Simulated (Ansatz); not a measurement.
All numbers below come from DFT PBE, scalar-relativistic, plane waves, PAW in Ansatz. Settings: cutoff 420 eV, Γ-centred meshes spaced at most about 0.3 Å⁻¹ (2π included), Gaussian smearing. No spin polarisation in the final relaxations.

Temperature and zero-point effects are left out.

Two forms of C were relaxed alike.

1.

```
CELL_PARAMETERS angstrom
2.51588 0.00000 0.00000
-1.25794 2.17882 0.00000
0.00000 0.00000 12.48530
ATOMIC_POSITIONS crystal
C 0.00000 0.00000 0.60467
C 0.00000 0.00000 0.26979
C 0.66667 0.33333 0.43729
C 0.66667 0.33333 0.77187
C 0.66667 0.33333 0.10446
C 0.33333 0.66667 0.93716
C 0.00000 0.00000 0.39533
C 0.00000 0.00000 0.73021
C 0.66667 0.33333 0.22813
C 0.66667 0.33333 0.56271
C 0.66667 0.33333 0.89554
C 0.33333 0.66667 0.06284
```

2.

```
CELL_PARAMETERS angstrom
-2.97667 2.97667 1.91618
2.97667 -2.97667 1.91618
2.97667 2.97667 -1.91618
ATOMIC_POSITIONS crystal
C 0.87500 0.01143 0.63643
C 0.37500 0.23857 0.36357
C 0.76143 0.62500 0.63643
C 0.98857 0.12500 0.36357
C 0.87500 0.23857 0.86357
C 0.37500 0.01143 0.13643
C 0.98857 0.62500 0.86357
C 0.76143 0.12500 0.13643
```

Question: Which would you expect to be lower, and how large is the difference?

Answer: Cell 1 is lower, by 0.36 eV/atom. Cell 1 has space group P-6m2 (No. 187), 5.7 Å³/atom and a gap of 4.25 eV on its mesh; cell 2 has space group I4_1/amd (No. 141), 8.5 Å³/atom and a gap of 2.39 eV. Counting all near atoms (those within 1.25 times the shortest such distance or 1.15 times the sum of covalent radii; a plus sign parts nearer from farther groups), cell 1 has C 4 and cell 2 has C 1+2. The denser one is the lower, and pressure would at first widen the difference. In cell 1, C on its first site is surrounded by 4 C at 1.54–1.57 Å; C on its second site has 4 C at 1.54–1.57 Å; C on its third site has 4 C at 1.54–1.57 Å; 3 more sites not described. In cell 2, C has 1 C at 1.35 Å and 2 C at 1.50 Å. Both come from invented guesses. A third cell relaxed alike, in Fd-3m, lies 14 meV/atom below the lower of the two. The part of the Crystallography Open Database at hand lists C in space groups No. 58, 69, 71, 141, 166 and others; sharing a group (Fd-3m and I4_1/amd) doesn't make a cell the listed structure.

Kohn–Sham gaps at this level usually fall short of measured ones. Cells relaxed within their symmetry can be saddle points.
